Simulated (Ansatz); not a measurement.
Crystal: AlFe.

```
CELL_PARAMETERS angstrom
2.91000 0.00000 0.00000
0.00000 2.91000 0.00000
0.00000 0.00000 2.91000
ATOMIC_POSITIONS crystal
Fe 0.50000 0.50000 0.50000
Al 0.00000 0.00000 0.00000
```

| Item | Value |
| --- | --- |
| Program | Ansatz 0.2.0 |
| Task | relaxation of cell and atoms |
| Functional | PBEsol |
| Dispersion | D4 |
| Potentials or basis | Ansatz PAW |
| Cutoff | 420 eV (not typed: the program's choice for these potentials) |
| k mesh | 9 × 9 × 9 |
| Occupations | fermi-dirac, width 0.05 eV |
| Spin | collinear spin, ferromagnetic start |
| Starting moments | [3.0, 0.0] μB |

At the start: volume 12.32 Å³/atom.

How do energy, volume and symmetry change on relaxing?

It ends after 5 steps and the volume is 11.32 Å³/atom (-8.1 %); space group Pm-3m (No. 221, to 0.05 Å); moment 0.59 μB per cell.

Step by step:
```csv
step,energy change (eV),largest force (eV/Å),volume (Å³)
1,0.0000,0.0000,24.64
2,-0.0847,0.0000,23.24
3,-0.0939,0.0000,22.56
4,-0.0941,0.0000,22.65
5,-0.0935,0.0000,22.65
```

Final structure:
```
CELL_PARAMETERS angstrom
2.82922 0.00000 0.00000
0.00000 2.82922 0.00000
0.00000 0.00000 2.82922
ATOMIC_POSITIONS crystal
Fe 0.50000 0.50000 0.50000
Al 0.00000 0.00000 0.00000
```

Caveat: the plane-wave basis is chosen anew once the cell has moved, so the energies of steps on either side of that aren't comparable; the PAW data sets come from PBE, with cores solved anew for the run's functional, which leaves a small shift of forces and pressure.
